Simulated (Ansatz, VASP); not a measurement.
# KI: VASP beside Ansatz

One calculation is typed for both programs; each brings its own data sets and cutoff. How far apart do they land? The cell is taken from a series of VASP runs on this material, whose earlier steps may have relaxed, scaled or displaced it; both programs get it as it stands.

Calculated with Ansatz 0.2.0; plane waves, with VASP 6.6.1 beside it; relaxation of cell and atoms at LDA and relaxation of cell and atoms at r2SCAN with rVV10.

### 1. The starting structure

Symmetry: Fm-3m, No. 225, cubic system. Conventional cell: a = 6.825 Å, b = 6.825 Å, c = 6.825 Å, α = 90.00°, β = 90.00°, γ = 90.00°. I has 6 K at 3.41 Å nearest. K has 6 I at 3.41 Å nearest. Farther neighbours and most contacts between anions are not listed.

### 2. VASP: relaxation of cell and atoms, LDA

The relaxed volume is the usual yardstick between codes: its relative difference is about their pressure difference at one cell divided by the bulk modulus.

Lines of VASP's logs that name or quote its potential files are left out, and so is its time.

Input file INCAR:

```
SYSTEM = KI
PREC = Accurate
ENCUT = 450
EDIFF = 1E-06
NELM = 100
ISMEAR = 0
SIGMA = 0.03
LREAL = .FALSE.
ALGO = Normal
GGA = CA
NBANDS = 14
LORBIT = 11
LWAVE = .FALSE.
LCHARG = .FALSE.
KPAR = 4
IBRION = 2
NSW = 50
ISIF = 3
EDIFFG = -0.006
```

Input file POSCAR:

```
KI
1.0
    0.0000000000      3.4125368403      3.4125368403
    3.4125368403      0.0000000000      3.4125368403
    3.4125368403      3.4125368403      0.0000000000
I K
1 1
Direct
    0.5000000000      0.5000000000      0.5000000000
    0.0000000000      0.0000000000      0.0000000000
```

Input file KPOINTS:

```
Automatic mesh
0
Gamma
6 6 6
0 0 0
```

PAW data sets: I and K_sv (LDA family, release 64).

On the command line:

```bash
mpirun -np 4 vasp_std
```

Numbers of over 12 decimals in the logs are rounded to 6 here.

The log of the run:

```text
[banner, memory and clock lines left out]
running    4 mpi-ranks, on    1 nodes
 distrk:  each k-point on    1 cores,    4 groups
 distr:  one band on    1 cores,    1 groups

 POSCAR found type information on POSCAR I K
 POSCAR found :  2 types and       2 ions
 LDA part: xc-table for (Slater(with rela. corr.)+CA(PZ))
 , standard interpolation
 POSCAR, INCAR and KPOINTS ok, starting setup
 FFT: planning ... GRIDC
 FFT: planning ... GRID_SOFT
 FFT: planning ... GRID
 WAVECAR not read
 entering main loop
       N       E                     dE             d eps       ncg     rms          rms(c)
DAV:   1     0.828290505653E+02    0.82829E+02   -0.61554E+03   448   0.891E+02
DAV:   2    -0.116527231290E+01   -0.83994E+02   -0.79647E+02   576   0.224E+02
DAV:   3    -0.602511207408E+01   -0.48598E+01   -0.48384E+01   626   0.449E+01
DAV:   4    -0.625171167639E+01   -0.22660E+00   -0.22651E+00   728   0.907E+00
DAV:   5    -0.625342672550E+01   -0.17150E-02   -0.17150E-02   614   0.740E-01    0.406E+00
DAV:   6    -0.617920470428E+01    0.74222E-01   -0.80017E-02   532   0.191E+00    0.280E+00
DAV:   7    -0.616616000827E+01    0.13045E-01   -0.87217E-02   556   0.175E+00    0.811E-01
DAV:   8    -0.616607309349E+01    0.86915E-04   -0.13814E-02   496   0.894E-01    0.218E-01
DAV:   9    -0.616605164689E+01    0.21447E-04   -0.42793E-04   600   0.133E-01    0.107E-01
DAV:  10    -0.616608554428E+01   -0.33897E-04   -0.19005E-04   586   0.642E-02    0.791E-02
DAV:  11    -0.616607771954E+01    0.78247E-05   -0.56506E-05   466   0.462E-02    0.692E-03
DAV:  12    -0.616607777633E+01   -0.56787E-07   -0.22957E-06   522   0.123E-02
   1 F= -.61660778E+01 E0= -.61660778E+01  d E =-.616608E+01
 curvature:   0.00 expect dE= 0.000E+00 dE for cont linesearch  0.000E+00
 trial: gam= 0.00000 g(F)=  0.301E-61 g(S)=  0.106E-05 ort = 0.000E+00 (trialstep = 0.100E+01)
 search vector abs. value=  0.106E-05
 reached required accuracy - stopping structural energy minimisation
```

From OUTCAR (step 2):

```text
ion  position               nearest neighbor table
   1  0.500  0.500  0.500-   2 3.41   2 3.41   2 3.41   2 3.41   2 3.41   2 3.41
   2  0.000  0.000  0.000-   1 3.41   1 3.41   1 3.41   1 3.41   1 3.41   1 3.41

  LATTYP: Found a face centered cubic cell.
 ALAT       =     6.8250736806

 Subroutine GETGRP returns: Found 48 space group operations
 (whereof 48 operations were pure point group operations)

The static configuration has the point symmetry O_h .

 Found     16 irreducible k-points:

   k-points           NKPTS =     16   k-points in BZ     NKDIM =     16   number of bands    NBANDS=     14

   dimension x,y,z NGX =    36 NGY =   36 NGZ =   36
   dimension x,y,z NGXF=    72 NGYF=   72 NGZF=   72

   ENCUT  =  450.0 eV  33.07 Ry    5.75 a.u.   8.35  8.35  8.35*2*pi/ulx,y,z

   NELECT =      16.0000    total number of electrons

 k-points in reciprocal lattice and weights: Automatic mesh
   0.00000000  0.00000000  0.00000000       0.005
   0.16666667  0.00000000  0.00000000       0.037
   0.33333333  0.00000000  0.00000000       0.037
   0.50000000  0.00000000  0.00000000       0.019
   0.16666667  0.16666667  0.00000000       0.028
   0.33333333  0.16666667  0.00000000       0.111
   0.50000000  0.16666667  0.00000000       0.111
  -0.33333333  0.16666667  0.00000000       0.111
  -0.16666667  0.16666667  0.00000000       0.056
[...]
-0.33333333  0.33333333  0.16666667       0.111
  -0.33333333  0.50000000  0.16666667       0.056

 average (electrostatic) potential at core
       1 -94.4520       2 -34.9787

 E-fermi :   0.0936

 k-point     1 :       0.0000    0.0000    0.0000
  band No.  band energies     occupation
    ...
      4     -11.7628      2.00000
      5     -10.7821      2.00000
      6      -0.0377      2.00000
      7      -0.0377      2.00000
      8      -0.0377      2.00000
      9       3.8320      0.00000
     10       6.1797      0.00000
     11       6.1797      0.00000
     12       6.1797      0.00000
     13       7.0135      0.00000
    ...

 k-point     2 :       0.1667    0.0000    0.0000
  band No.  band energies     occupation
    ...
      4     -11.7636      2.00000
      5     -10.6408      2.00000
      6      -0.5756      2.00000
      7      -0.1625      2.00000
      8      -0.1625      2.00000
      9       4.5333      0.00000
     10       6.1315      0.00000
     11       6.5042      0.00000
     12       6.5042      0.00000
     13       7.3966      0.00000
    ...

 k-point     3 :       0.3333    0.0000    0.0000
  band No.  band energies     occupation
    ...
      4     -11.7652      2.00000
      5     -10.4013      2.00000
      6      -1.3644      2.00000
      7      -0.3885      2.00000
      8      -0.3885      2.00000
      9       5.1796      0.00000
     10       7.0092      0.00000
     11       7.3094      0.00000
     12       7.3094      0.00000
     13       8.3601      0.00000
    ...

  Total        0.0038203      0.0038203      0.0038203     -0.0000000     -0.0000000      0.0000000
  in kB        0.0770096      0.0770096      0.0770096     -0.0000000     -0.0000000      0.0000000
  external PRESSURE =       0.0770096 kB  Pullay stress =       0.0000000 kB

  energy-cutoff  :      450.00
  volume of cell :       79.48
      direct lattice vectors                 reciprocal lattice vectors
     0.000000000  3.412536840  3.412536840    -0.146518565  0.146518565  0.146518565
     3.412536840  0.000000000  3.412536840     0.146518565 -0.146518565  0.146518565
     3.412536840  3.412536840  0.000000000     0.146518565  0.146518565 -0.146518565

 POSITION                                       TOTAL-FORCE (eV/Angst)
 -----------------------------------------------------------------------------------
      3.41254      3.41254      3.41254         0.000000      0.000000      0.000000
      0.00000      0.00000      0.00000        -0.000000      0.000000     -0.000000
 -----------------------------------------------------------------------------------
    total drift:                                0.000000      0.000000      0.000000

  FREE ENERGIE OF THE ION-ELECTRON SYSTEM (eV)
  ---------------------------------------------------
  free  energy   TOTEN  =        -6.1660777763 eV

  energy  without entropy=       -6.1660777763  energy(sigma->0) =       -6.16607778

 reached required accuracy - stopping structural energy minimisation

 total charge
# of ion       s       p       d       tot
------------------------------------------
    1        1.498   2.855   0.002   4.355
    2        1.959   5.560   0.032   7.551
--------------------------------------------------
tot          3.457   8.415   0.034  11.906

[... 3 further parts left out ...]
```

### 3. Ansatz: relaxation of cell and atoms, LDA

Ansatz runs on its default PAW (the set named soft_2) files.

The same cell, functional (in two slightly different forms), mesh and smearing now go to Ansatz, which takes its cutoff from its data sets.

Input file input.yaml:

```yaml
crystal:
  lattice:
    - [0.0, 3.4125368403, 3.4125368403]
    - [3.4125368403, 0.0, 3.4125368403]
    - [3.4125368403, 3.4125368403, 0.0]
  atoms:
    - { symbol: I, position: [0.5, 0.5, 0.5] }
    - { symbol: K, position: [0.0, 0.0, 0.0] }
hamiltonian:
  xc: lda
  pseudopotentials: { kind: paw }
kpoints:
  mp_grid: { grid: [6, 6, 6] }
scf:
  occupations: { method: gaussian, width: 0.03 }
relax:
  f_tol: 0.01
  max_steps: 60
  cell: { stress_tol: 0.05 }
output:
  forces: true
  stress: true
```

On the command line:

```bash
ansatz run input.yaml --threads 4 --pin off --max-ram 9216MiB --backend cpu --events-out ev --progress --plain --runs-dir out
```

The log of the run:

```text
Engine: ansatz 0.2.0, aarch64-unknown-linux-gnu
Pseudopotentials: kind: paw
Pseudopotential: I, paw, valence charge 17, recommended cutoff 420 eV (normal), I.paw.azcp
Pseudopotential: K, paw, valence charge 9, recommended cutoff 420 eV (normal), K.paw.azcp
Functional definition: SPW92
  exchange = slater_x
  correlation = pw_c
Crystal: 2 atoms, lattice volume = 79.481 Å³
Basis set: ecut = 420 eV, 1471 PW (Γ)
Bands: 17, of which v1, the nominal top of the filled ones, is band 13 counted from 1 (12 counted from 0)
Symmetry: 48 space group operations
Space group: Fm-3m (ITA 225), of the structure as read, at distance tolerance 4.3e-5 Å
k-points: 16 of 216
Non-local potential: I, projectors of the file, l = 0: 2, l = 1: 2, l = 2: 2, l = 3: 2
Non-local potential: K, projectors of the file, l = 0: 3, l = 1: 2, l = 2: 2
PAW form: soft (Blöchl's): semilocal exchange-correlation on the pseudo side does not see the compensation charge
PAW frozen core: I, regenerated for the run's functional, and the local potential with it (the file was generated under x = pbe(κ = 0.804, μ = 0.219515), c = pbe(β = 0.066725))
PAW frozen core: K, regenerated for the run's functional, and the local potential with it (the file was generated under x = pbe(κ = 0.804, μ = 0.219515), c = pbe(β = 0.066725))
PAW one-centre angular grid: I, 590 points (default); XC on 64 Gauss nodes
PAW one-centre angular grid: K, 110 points (default); XC on 64 Gauss nodes
Initial density: superposition of atomic densities (neutral atoms: chi_scale 0, normalization atom), corrected by the library's trained network
Initial wavefunctions: pseudopotential atomic-orbital guess
Functional: x = slater, c = lda
SCF iter   1: F=—  HF=-8855.099926 eV  |F-HF|=—  |Δ(HF+E_count)|=         —  Δρ=4.64e-3  dr2=7.94e-3  ethr=1.77e-3  ⟨swp⟩=7.1  Hψ=1625  notcnv=0
preconditioner: auto → none  [insulator: Δε(μ)=3.849 eV  Ē_g=13.640 eV  σ=0.030 eV  W_gap=1.00  n_scr=14 (ndim 8)  ℏωp=15.6 eV  f_vac=0.104  D(μ)=0.00/eV (n_scr^D=0)  ε∞_Penn≈2.3]
SCF iter   2: F=—  HF=-8855.097346 eV  |F-HF|=—  |Δ(HF+E_count)|=   2.58e-3  Δρ=2.27e-3  dr2=1.65e-3  ethr=3.05e-5  ⟨swp⟩=2.2  Hψ=576  notcnv=0
SCF iter   3: F=—  HF=-8855.097203 eV  |F-HF|=—  |Δ(HF+E_count)|=   1.43e-4  Δρ=4.21e-4  dr2=2.25e-4  ethr=6.34e-6  ⟨swp⟩=2.8  Hψ=444  notcnv=0
SCF iter   4: F=—  HF=-8855.097097 eV  |F-HF|=—  |Δ(HF+E_count)|=   1.06e-4  Δρ=7.70e-5  dr2=3.07e-6  ethr=8.64e-7  ⟨swp⟩=2.3  Hψ=465  notcnv=0
SCF iter   5: F=—  HF=-8855.097096 eV  |F-HF|=—  |Δ(HF+E_count)|=   1.78e-6  Δρ=1.15e-5  dr2=1.17e-7  ethr=1.18e-8  ⟨swp⟩=2.0  Hψ=474  notcnv=0
SCF iter   6: F=-8855.097096 eV  HF=-8855.097096 eV  |F-HF|=1.05e-8  |Δ(HF+E_count)|=   2.17e-8  Δρ=3.41e-6  dr2=8.80e-9  ethr=3.85e-10  ⟨swp⟩=4.7  Hψ=901  notcnv=0
SCF 1 converged in 6 iterations: F = -8855.097096 eV  dr2 = 8.80e-9
  greatest PAW one-centre occupation: 1.000 electrons in one spin orbital (limit 2), on the I atom at site 0 (counted from 0), in its partial waves of l = 2
relax step   1: F+E_penalty+E_count = -8855.09709566 eV  Δ(F+E_penalty+E_count) = +0.000e0 eV  max|allowed force component| = 4.191e-29 eV/Å  Δτ_max = 0.0000 Å  P = -0.053 GPa  Ω = 79.481 Å³  (6 SCF iters, dr2 threshold 1.00e-7 eV, accepted)
[...]
relax step   2: F+E_penalty+E_count = -8855.09714259 eV  Δ(F+E_penalty+E_count) = -4.693e-5 eV  max|allowed force component| = 7.836e-29 eV/Å  Δτ_max = 0.0000 Å  P = -0.026 GPa  Ω = 79.348 Å³  energy of the carried Pulay correction = +1.408e-5 eV  (4 SCF iters, dr2 threshold 7.00e-9 eV, accepted)
[...]
relax step   3: F+E_penalty+E_count = -8855.09713695 eV  Δ(F+E_penalty+E_count) = +5.634e-6 eV  max|allowed force component| = 1.107e-28 eV/Å  Δτ_max = 0.0000 Å  P = -0.026 GPa  Ω = 79.348 Å³  stress off target by 2.64e-2 GPa  SCF on the basis re-selected at this cell (its energy is not comparable with the rows above)  (4 SCF iters)
basis re-selected at this cell: Δ(F+E_penalty+E_count) = +5.634e-6 eV, ΔP = +0.000 GPa vs the last step (what re-selecting the basis moved, of the pressure what is left beyond the Pulay correction that the steps carried, after the strain that the cell walked since its last selection, with what the two solves' SCF thresholds leave and, on support functions, any second-order correction that the steps lacked; it is no m [...]
SCF converged after 4 iterations
Free energy (F): -8855.097137 eV
Harris-Foulkes:  -8855.097137 eV  (|F-HF|=9.09e-12)
Internal energy: -8855.097137 eV  (E = F + TS)
E sigma→0 (E₀):  -8855.097137 eV
Fermi energy:    4.818042 eV
--- Per-component energies (eV) ---
  E_band       = -505.153631
  E_kinetic    = 444.302746
  E_local      = -2712.880035  (includes V_loc(G=0)·N_el)
  E_nonlocal   = -69.613721
  E_hartree    = 1288.740057
  E_xc         = -260.709326
  E_vxc        = -292.783952  (∫ρ·V_xc dr)
  E_paw        = -5403.470324  (= ΣΔE_a)
  E_vpaw       = -451.658656  (= ΣTr[D̂ρ^β])
  E_aug_tail   = 0.000067  (compensation charges beyond the density's cutoff)
  E_ewald      = -2142.505317
  E_core_change = 1.038715  (= ΣΔE_core)
  E_smearing   = -0.000000  (= −TS)
  E_closure    = -0.000000  (closes the sum)
  Σ components = -8855.097137   (vs F -8855.097137, Δ=0.00e0)
--- Forces (eV/Å), atoms counted from 1 ---
  atom   1  I      0.00000000    -0.00000000     0.00000000
  atom   2  K     -0.00000000    -0.00000000    -0.00000000
  max |Σ_I F_I| component: 2.16e-28 eV/Å
--- Stress (GPa, compression-positive) ---
       -0.026445       0.000000      -0.000000
       -0.000000      -0.026445      -0.000000
       -0.000000      -0.000000      -0.026445
  P = ⅓ Tr σ = -0.0264 GPa (-0.264 kbar)
--- Relaxed structure (2 steps of the walk, 2 accepted, 1 SCFs on fresh bases) ---
  F+E_penalty+E_count = -8855.09713695 eV   max|allowed force component| = 1.107e-28 eV/Å   (the final SCF, on the basis selected at the relaxed cell)
  cell:  # Å, volume = 79.3480 Å³
    - [0, 3.410636, 3.410636]
    - [3.410636, 0, 3.410636]
    - [3.410636, 3.410636, 0]
  atoms:
    - { symbol: I, position: [0.500000, 0.500000, 0.500000] }
    - { symbol: K, position: [0, 0, 0] }
```

It took 1 s on 4 threads of Arm Neoverse V2, shared host; peak memory 0.34 GiB.

### 4. Differences

Known differences besides the potentials themselves: the two LDA forms differ slightly; both relaxations stop at a tolerance, which leaves soft axes loose, and VASP keeps its plane-wave basis; the data sets hold 26 valence electrons in Ansatz (default PAW (the set named soft_2) files) and 16 in VASP; the cutoff is 420 eV in Ansatz and 450 eV in VASP; VASP's log shows a relativistic correction to its local exchange, Ansatz's none; Ansatz adds a Pulay correction to the stress that steers its cell, VASP none. Total energies have different zeros and are not compared.

Both answers:

| quantity | Ansatz | VASP | difference |
| --- | --- | --- | --- |
| volume (Å³) | 79.35 | 79.48 | -0.17 % |
| edge a after relaxation, in the typed setting (Å) | 4.823 | 4.826 | -0.06 % |

The walks stopped with -0.03 GPa left in Ansatz and 0.01 GPa in VASP; each walk ends within a tolerance, so the volume difference is uncertain by about these residues over the bulk modulus, most in soft cells.

(Part 1 of 2 ends here.)

[Lines on the potential files, build, host, timing and source positions are cut from VASP's logs without a mark.]

[Logs are printed without paths, hosts, clocks, repeated set-up lines and the standing remarks that a program may print on its own settings, such as how far it seeks lower states.]

[Hosts, paths, dates, database ids (printed as entryN), source tags and the programs' standing remarks are cut or masked in the printed files.]
